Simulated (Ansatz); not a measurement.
# Ge (P6_3/mmc), ideal shear of a crystal plane

Method: Ansatz 0.2.0, DFT r2SCAN, scalar-relativistic, plane waves, PAW. The runs took a 500 eV cutoff, a Γ-centred 10×10×3 mesh and Gaussian smearing (0.03 eV). No spin polarisation. Energies are free energies at this smearing, counted from the undisturbed cell; pressure is positive in compression.

The starting cell (relaxed at this level; this form isn't the usual structure):

```
CELL_PARAMETERS angstrom
-3.99565 0.00000 0.00000
-1.99782 -3.46033 0.00000
0.00000 0.00000 13.20542
ATOMIC_POSITIONS crystal
Ge 0.66667 0.66667 0.65649
Ge 0.66667 0.66667 0.15649
Ge 0.33333 0.33333 0.90649
Ge 0.33333 0.33333 0.40649
Ge 0.66667 0.66667 0.84351
Ge 0.66667 0.66667 0.34351
Ge 0.33333 0.33333 0.09351
Ge 0.33333 0.33333 0.59351
```

The cut lies on the cell's a–b face, a (0 0 1) plane (indices in the standard cell, whose axes needn't be the Cartesian ones shown) of area 13.83 Å², between layers 2.47 Å apart. Vector c is tilted by f times 1·a + 0·b (length 3.996 Å) with the atoms' Cartesian places fixed: one unrelaxed fault a cell. The traction is dγ/du, the slope of γ against the slip u in Å. Some rows repeat others by symmetry and weren't run.

```csv
f,γ (mJ/m²),traction (GPa)
0.0000,0,0.0
0.1000,80,4.1
0.2000,339,8.9
0.3000,780,12.5
0.4000,1284,11.3
0.5000,1540,0.0
0.6000,1284,-11.3
0.7000,780,-12.5
0.8000,339,-8.9
0.9000,80,-4.1
```

Question: Read off the first barrier and the stress needed to climb it, and compare with Frenkel's sinusoid.

Answer: The first sampled maximum lies at f = 0.500, a slip of 2.00 Å, with γ ≈ 1540 mJ/m², which stands in for the unstable fault energy γ_us, and the steepest sampled slope before it is 12.5 GPa. A sinusoid γ = γ_us sin²(πu/λ) with its maximum there has λ = 4.00 Å and a largest slope πγ_us/λ = 12.1 GPa (1 mJ/m² per Å = 0.01 GPa).

Question: Is there a metastable fault on this line?

Answer: Apart from points where γ returns to about zero, no local minimum shows among the samples, so at this sampling the line offers no fault for a dislocation to split on; a fault can still lie off the line.

The cut is rigid; relaxing the faces lowers these energies and usually the stresses.

The gap closes along the scan, which can put kinks into the curve.

Cost: 6 runs of about 6.5 core-minutes in all, on Intel Xeon 6975P-C (Granite Rapids) (shared hosts).